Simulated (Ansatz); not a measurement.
# A defect in a wire: (4,1) C nanotube, vacancy of one C

What does the defect do to the conductance?

Calculated with Ansatz 0.2.0; DFT PBE, plane waves, PAW; relaxation of a wire's period, in the first sound run; inputs show where later runs differ.

This is a report of a sequence of runs, with most program output left out.

### Step 1. Starting point

The cell holds 28 atoms: 28 C. Its edges and angles: a = 10.388 Å, b = 10.378 Å, c = 6.507 Å, α = 90.0°, β = 90.0°, γ = 90.0°. Vacuum lies along a and b. The structure's axis is c.

### Step 2. The relaxed wire

Band widths follow the bond lengths, so the wire is relaxed first. The atoms and the third cell vector are free; the box across stays fixed as vacuum. A Fermi-Dirac smearing is set since the result may be a metal. The pressure printed is a third of the stress's trace over the whole box, vacuum included; only the stress along the axis is relaxed.

Input file input.yaml:

```yaml
crystal:
  lattice:
    - [10.388, 0.0, 0.0]
    - [0.0, 10.378, 0.0]
    - [0.0, 0.0, 6.5072574868]
  atoms:
    - { symbol: C, position: [0.41364168, 0.64967209, 0.0] }
    - { symbol: C, position: [0.672664525, 0.499981081, 0.0] }
    - { symbol: C, position: [0.334972504, 0.449033153, 0.071428571] }
    - { symbol: C, position: [0.538407965, 0.668495702, 0.071428571] }
    - { symbol: C, position: [0.344401615, 0.574977143, 0.142857143] }
    - { symbol: C, position: [0.512887162, 0.327616111, 0.142857143] }
    - { symbol: C, position: [0.392317227, 0.364842847, 0.214285714] }
    - { symbol: C, position: [0.670735811, 0.47421938, 0.214285714] }
[... 16 atom lines left out ...]
    - { symbol: C, position: [0.344401615, 0.424985019, 0.857142857] }
    - { symbol: C, position: [0.642659107, 0.402612173, 0.857142857] }
    - { symbol: C, position: [0.538407965, 0.33146646, 0.928571429] }
    - { symbol: C, position: [0.626567416, 0.617547775, 0.928571429] }
kpoints:
  mp_grid: { grid: [1, 1, 13] }
scf:
  occupations: { method: fermi_dirac, width: 0.05 }
hamiltonian:
  xc: pbe
relax:
  cell: { fix: [a, b, alpha, beta, gamma] }
  max_steps: 60
```

The run is started by

```bash
ansatz run input.yaml --threads 4 --pin off --max-ram 16384MiB --backend cpu --events-out ev --progress --plain --runs-dir out
```

Wall time 65 s (4 threads of Arm Neoverse V1, shared host); peak memory 1.4 GiB.

The steps of the relaxation:

| step | energy less that of the first step (eV) | largest force component (eV/Å) | pressure (GPa) | volume (Å³) |
| --- | --- | --- | --- | --- |
| 1 | 0.0000 | 1.5694 | 6.93 | 701.53 |
| 2 | -1.6599 | 0.8832 | 2.43 | 700.34 |
| 3 | -1.9793 | 0.3197 | 0.26 | 700.77 |
| 4 | -2.0014 | 0.0601 | 0.04 | 700.99 |
| 5 | -2.0023 | 0.0023 | -0.01 | 700.83 |
| 6* | -2.0014 | 0.0023 | -0.01 | 700.83 |

Relaxation steps marked * repeat the geometry before them on a plane-wave basis chosen anew for their cell, so energy and pressure can jump there.

The run keeps the 2 symmetry operations that it works with, so distortions that break them were not tested.

| cell as run | before | after | change |
| --- | --- | --- | --- |
| c (Å) | 6.507 | 6.501 | -0.1 % |

The atoms that moved most (Å, along periodic axes as changes of fractional coordinates times the final cell, across vacuum about the mean position):

| atom | dx | dy | dz | length |
| --- | --- | --- | --- | --- |
| C9 | 0.033 | 0.083 | -0.008 | 0.090 |
| C24 | -0.033 | -0.083 | -0.008 | 0.090 |
| C17 | -0.020 | -0.087 | 0.008 | 0.090 |
| C4 | 0.020 | 0.087 | 0.008 | 0.090 |
| C12 | 0.081 | 0.039 | 0.008 | 0.090 |
| C25 | -0.081 | -0.039 | 0.008 | 0.090 |
| C23 | -0.056 | 0.070 | 0.008 | 0.090 |
| C10 | 0.056 | -0.070 | 0.008 | 0.090 |

This step gave:

| Item | Value |
| --- | --- |
| energy at zero smearing | -7009.8310 eV |
| cell length along the wire | 6.501 Å |

The cell's length comes to 6.501 Å with spin left out.

### Step 3. The perfect wire

This step: DFT PBE, plane waves, PAW; channels and complex bands of a perfect wire (Ansatz 0.2.0).

At the relaxed period the Bloch states of the perfect wire are found at each energy: those that move forward count the open channels, and those that decay describe how a disturbance dies away inside the wire itself. An energy step of 0.035 eV is under the 0.039 eV that the program asks for its thermal average at 300 K.

Input file input.yaml:

```yaml
crystal:
  lattice:
    - [10.388, 0.0, 0.0]
    - [0.0, 10.378, 0.0]
    - [0.0, 0.0, 6.5008324045]
  atoms:
    - { symbol: C, position: [0.40933954, 0.657144128, 0.99876104] }
    - { symbol: C, position: [0.681276657, 0.499981485, 0.001232433] }
    - { symbol: C, position: [0.326738777, 0.446494002, 0.070193176] }
    - { symbol: C, position: [0.540329085, 0.67690504, 0.072662976] }
    - { symbol: C, position: [0.336642385, 0.578721075, 0.144095224] }
    - { symbol: C, position: [0.513524561, 0.319014888, 0.14162391] }
    - { symbol: C, position: [0.386946275, 0.358100108, 0.215527682] }
    - { symbol: C, position: [0.679248835, 0.47292257, 0.21305298] }
[... 16 atom lines left out ...]
    - { symbol: C, position: [0.336642002, 0.421232983, 0.858381523] }
    - { symbol: C, position: [0.649768256, 0.397740464, 0.85590148] }
    - { symbol: C, position: [0.540330926, 0.323060488, 0.929804984] }
    - { symbol: C, position: [0.632889066, 0.623406707, 0.927328617] }
kpoints:
  mp_grid: { grid: [1, 1, 13] }
scf:
  occupations: { method: fermi_dirac, width: 0.05 }
hamiltonian:
  xc: pbe
output:
  transmission:
    e_range: [-1.26, 1.26]
    de: 0.035
    kmesh: [1, 1]
    reduced_basis: true
    leads: [[0, 0]]
basis:
  ecutwfc: "350 eV"
```

Wall time 13 min (4 threads); peak memory 7.9 GiB; 46 min of CPU time.

Numbers from this step:

| Item | Value |
| --- | --- |
| energy at zero smearing | -7009.0945 eV |
| channels at the energy nearest the Fermi level, one spin | 4 |
| conductance of the lead as this run defines it | 4.000 G₀ |
| band gap | 0 eV |

Open channels of the lead, one spin against energy, zero at the Fermi level:

energy (eV), open channels of the lead, one spin and a bar from the least value:
```
    -1.26       2.00 
    -1.19       2.00 
    -1.12       2.00 
    -1.05       2.00 
    -0.98       2.00 
    -0.91       2.00 
    -0.84       2.00 
    -0.77       2.00 
    -0.70       2.00 
    -0.63       2.00 
    -0.59       2.00 
    -0.53       2.00 
    -0.46       4.00 ##############################
    -0.39       4.00 ##############################
    -0.32       4.00 ##############################
    -0.24       4.00 ##############################
    -0.17       4.00 ##############################
    -0.10       4.00 ##############################
    -0.04       4.00 ##############################
     0.00       4.00 ##############################
     0.04       4.00 ##############################
     0.10       4.00 ##############################
     0.17       4.00 ##############################
     0.24       4.00 ##############################
     0.32       4.00 ##############################
     0.39       4.00 ##############################
     0.46       2.00 
     0.53       2.00 
     0.59       2.00 
     0.63       2.00 
     0.70       2.00 
     0.77       2.00 
     0.84       2.00 
     0.91       2.00 
     0.98       2.00 
     1.05       4.00 ##############################
     1.12       4.00 ##############################
     1.19       4.00 ##############################
     1.26       4.00 ##############################
```

The slowest values at each energy, most degenerate partners merged, listed up to 1.5 1/Å. Im kz of the slowest decaying states against energy, zero at the Fermi level:

| energy (eV) | decay 1 (Å⁻¹) | decay 2 (Å⁻¹) | decay 3 (Å⁻¹) | decay 4 (Å⁻¹) |
| --- | --- | --- | --- | --- |
| -1.190 | 0.0812 | 0.159 | 0.333 | 0.423 |
| -1.015 | 0.0872 | 0.241 | 0.349 | 0.430 |
| -0.805 | 0.0805 | 0.298 | 0.365 | 0.439 |
| -0.595 | 0.0523 | 0.336 | 0.380 | 0.446 |
| -0.385 | 0.361 | 0.392 | 0.453 | 0.492 |
| -0.210 | 0.376 | 0.401 | 0.457 | 0.493 |
| 0.000 | 0.387 | 0.411 | 0.463 | 0.495 |
| 0.210 | 0.392 | 0.420 | 0.467 | 0.496 |
| 0.385 | 0.393 | 0.426 | 0.470 | 0.496 |
| 0.595 | 0.0608 | 0.390 | 0.432 | 0.473 |
| 0.805 | 0.0634 | 0.383 | 0.437 | 0.476 |
| 1.015 | 0.372 | 0.440 | 0.478 | 0.495 |
| 1.190 | 0.360 | 0.442 | 0.479 | 0.494 |

By hand: the program gives 2.8748 × 10^14 S/m² over the cell's cross-section of 107.81 Å² = 1.078 × 10^-18 m², so one cell conducts 3.099 × 10^-4 S. Divided by G0 = 2e²/h = 7.748 × 10^-5 S this is 4.00 G0, a resistance of 3.23 kΩ.

At the computed energy nearest the Fermi level there are 4 channels a spin, and the thermal average gives 4.00 G₀.

### Step 4. Relaxing the junction

This step: DFT PBE, plane waves, PAW; relaxation of a junction in a wire, ends held (Ansatz 0.2.0).

System of this step: (4,1) C nanotube, vacancy of one C. The cell holds 111 atoms: 111 C. Cell: a = 10.388 Å, b = 10.378 Å, c = 26.003 Å, α = 90.0°, β = 90.0°, γ = 90.0°. Regions: held atoms, 56 atoms (56 C); free atoms, 55 atoms (55 C). Vacuum lies along a and b. The structure's axis is c.

55 atoms at the defect are free to relax, while 56 stay where the perfect wire has them, so that the ends still repeat as a lead. The cutoff is set under the files' recommended one to save time.

Input file input.yaml:

```yaml
crystal:
  lattice:
    - [10.388, 0.0, 0.0]
    - [0.0, 10.378, 0.0]
    - [0.0, 0.0, 26.003329618]
  atoms:
    - { symbol: C, position: [0.40933954, 0.657144128, 0.99969026] }
    - { symbol: C, position: [0.681276657, 0.499981485, 0.000308108] }
    - { symbol: C, position: [0.326738777, 0.446494002, 0.017548294] }
    - { symbol: C, position: [0.540329085, 0.67690504, 0.018165744] }
    - { symbol: C, position: [0.336642385, 0.578721075, 0.036023806] }
    - { symbol: C, position: [0.513524561, 0.319014888, 0.035405977] }
    - { symbol: C, position: [0.386946275, 0.358100108, 0.053881921] }
    - { symbol: C, position: [0.679248835, 0.47292257, 0.053263245] }
    - { symbol: C, position: [0.566235136, 0.668904861, 0.071119234] }
    - { symbol: C, position: [0.6130245, 0.358102658, 0.071739259] }
    - { symbol: C, position: [0.350197, 0.602221698, 0.08897537] }
    - { symbol: C, position: [0.663323254, 0.578729179, 0.089595381] }
    - { symbol: C, position: [0.36707619, 0.376555455, 0.106832154] }
    - { symbol: C, position: [0.459634331, 0.676901674, 0.107451246] }
    - { symbol: C, position: [0.318688599, 0.499980677, 0.125308108] }
    - { symbol: C, position: [0.590625716, 0.342818034, 0.12469026] }
    - { symbol: C, position: [0.459636172, 0.323057122, 0.143165744] }
    - { symbol: C, position: [0.67322648, 0.553468159, 0.142548294] }
    - { symbol: C, position: [0.486440695, 0.680947274, 0.160405977] }
    - { symbol: C, position: [0.663322871, 0.421241087, 0.161023806] }
    - { symbol: C, position: [0.320716421, 0.527039592, 0.178263245] }
    - { symbol: C, position: [0.613018981, 0.641862054, 0.178881921] }
    - { symbol: C, position: [0.386940756, 0.641859504, 0.196739259] }
    - { symbol: C, position: [0.433730121, 0.331057301, 0.196119234] }
    - { symbol: C, position: [0.336642002, 0.421232983, 0.214595381] }
    - { symbol: C, position: [0.649768256, 0.397740464, 0.21397537] }
    - { symbol: C, position: [0.540330926, 0.323060488, 0.232451246] }
    - { symbol: C, position: [0.632889066, 0.623406707, 0.231832154] }
    - { symbol: C, position: [0.40933954, 0.657144128, 0.24969026] }
    - { symbol: C, position: [0.681276657, 0.499981485, 0.250308108] }
[... 75 atom lines left out ...]
    - { symbol: C, position: [0.386940756, 0.641859504, 0.946739259] }
    - { symbol: C, position: [0.433730121, 0.331057301, 0.946119234] }
    - { symbol: C, position: [0.336642002, 0.421232983, 0.964595381] }
    - { symbol: C, position: [0.649768256, 0.397740464, 0.96397537] }
    - { symbol: C, position: [0.540330926, 0.323060488, 0.982451246] }
    - { symbol: C, position: [0.632889066, 0.623406707, 0.981832154] }
magnetization:
  spin_polarized: true
kpoints:
  mp_grid: { grid: [1, 1, 1] }
scf:
  occupations: { method: fermi_dirac, width: 0.1 }
hamiltonian:
  xc: pbe
relax:
  constraints:
    - { sites: [0, 1, 2, 3, 4, 5, 6, 7, 8, 9, 10, 11, 12, 13, 14, 15, 16, 17, 18, 19, 20, 21, 22, 23, 24, 25, 26, 27, 83, 84, 85, 86, 87, 88, 89, 90, 91, 92, 93, 94, 95, 96, 97, 98, 99, 100, 101, 102, 103, 104, 105, 106, 107, 108, 109, 110] }
  f_tol: 0.06
  max_steps: 35
basis:
  ecutwfc: "350 eV"
```

Elapsed: 6.4 min, on 4 threads; peak memory 3.6 GiB; 25 min of CPU time.

Step by step:

| step | energy less that of the first step (eV) | largest force component (eV/Å) |
| --- | --- | --- |
| 1 | 0.0000 | 2.0892 |
| 2 | -0.4002 | 1.6661 |
| 3 | -0.7313 | 0.9230 |
| 4 | -0.9297 | 1.1829 |
| 5 | -1.1410 | 0.9411 |
| 6 | -1.2484 | 0.4454 |
| 7 | -1.2981 | 0.5935 |
| 8 | -1.2994 | 0.3637 |
| 9 | -1.3147 | 0.2650 |
| 10 | -1.3157 | 0.1299 |
| 11 | -1.3161 | 0.0064 |
| 12 | -1.3161 | 0.0063 |

The atoms that moved most (Å):

| atom | dx | dy | dz | length |
| --- | --- | --- | --- | --- |
| C49 | -0.434 | -0.521 | -0.085 | 0.684 |
| C47 | 0.036 | -0.315 | 0.366 | 0.485 |
| C56 | 0.341 | -0.085 | -0.332 | 0.483 |
| C42 | -0.075 | -0.254 | 0.267 | 0.376 |
| C60 | 0.227 | 0.030 | -0.276 | 0.359 |
| C55 | 0.286 | -0.187 | 0.020 | 0.343 |
| C43 | -0.156 | -0.264 | -0.030 | 0.308 |
| C59 | 0.249 | -0.128 | -0.079 | 0.291 |

This step gave:

```yaml
energy_at_zero_smearing: -27780.7776 eV
total_moment: 0.9127 μB
absolute_moment: 1.369 μB
```

Site moment by element, in μB:

| element | atoms | mean | spread (r.m.s.) | least | largest |
| --- | --- | --- | --- | --- | --- |
| C | 111 | 0.003 | 0.024 | -0.009 | 0.250 |

The atoms farthest from the mean of their element:

| atom | x, y, z (Å) | site moment (μB) |
| --- | --- | --- |
| C49 | 2.90, 4.95, 11.05 | 0.250 |
| C51 | 4.62, 3.35, 11.58 | 0.034 |
| C41 | 3.87, 3.75, 9.26 | 0.026 |
| C45 | 4.87, 3.25, 10.19 | -0.009 |
| C43 | 3.15, 4.93, 9.73 | -0.009 |
| C39 | 3.56, 6.10, 8.91 | 0.013 |
| C52 | 3.51, 4.17, 12.03 | -0.007 |
| C60 | 3.72, 6.04, 13.66 | -0.006 |

The largest force component on a free atom ends at 0.006 eV/Å, under the limit of 0.06.  3 atoms of the wire itself, hydrogen apart, moved by over 0.45 Å, up to 0.68 Å.

(Continued in part 2 of 2.)

[Logs are printed without paths, hosts, clocks, repeated set-up lines and the standing remarks that a program may print on its own settings, such as how far it seeks lower states.]

[Hosts, paths, dates, database ids (printed as entryN), source tags and the programs' standing remarks are cut or masked in the printed files.]
